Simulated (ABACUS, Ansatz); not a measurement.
# InP: energy against volume and a worked fit

The structure is cubic, space group F-43m (No. 216). Conventional cell: a = 5.861 Å, b = 5.861 Å, c = 5.861 Å, α = 90.00°, β = 90.00°, γ = 90.00°. Around In (site symmetry -43m) lie 4 P at 2.54 Å. P (site symmetry -43m) has 4 In at 2.54 Å as nearest neighbours.

The cell was scaled at fixed shape and fractions and run with Ansatz, PseudoDojo stringent, cutoff 1116 eV; PBEsol, k mesh 8 × 8 × 8 on the cell of 2 atoms, fermi-dirac occupations of 0.05 eV, no spin polarisation, no spin-orbit coupling. The potentials were made for PBE. Energies are those that the program minimises, any entropy of the smearing included.

```tsv
V (Å³/atom)	energy over the lowest row (meV/atom)
23.6566	27.93
24.1600	13.35
24.6633	?
25.1666	0.00
25.6700	0.15
26.1733	4.21
26.6766	11.76
```

Question: Fit the third-order Birch-Murnaghan form, give V0, B0 and B′, and predict the energy left open.

Answer: With y = (V0/V)^(2/3), E = E0 + (9 V0 B0/16) [(y - 1)³ B′ + (y - 1)² (6 - 4y)]. Least squares through the rows shown give V0 = 25.3984 Å³/atom, E0 = -0.44 meV, B0 = 66.64 GPa (1 eV/Å³ = 160.218 GPa) and B′ = 4.61, with a largest miss of 0.01 meV. At V = 24.6633 the form with these constants gives 4.23 meV; the run gave 4.23 meV an atom. Other set-ups at this level, from all their volumes (Å³/atom, GPa): ABACUS, PseudoDojo NC SR 0.4.1 PBEsol standard, plane waves: V0 25.429, B0 66.52; Ansatz, Ansatz PAW (made for PBE): V0 25.389, B0 66.82; Ansatz, PseudoDojo PBEsol: V0 25.431, B0 66.53; Ansatz, Ansatz PAW (files of its older set among them) (made for PBE): V0 25.392, B0 66.76. Measured volume: 25.27 Å³/atom at 291.15 K (a printed reference work), so the fit lies +0.5 % from it. Measured modulus: 71 GPa (a printed reference work), so the fit lies -6.1 % from it. The runs are for a static lattice.
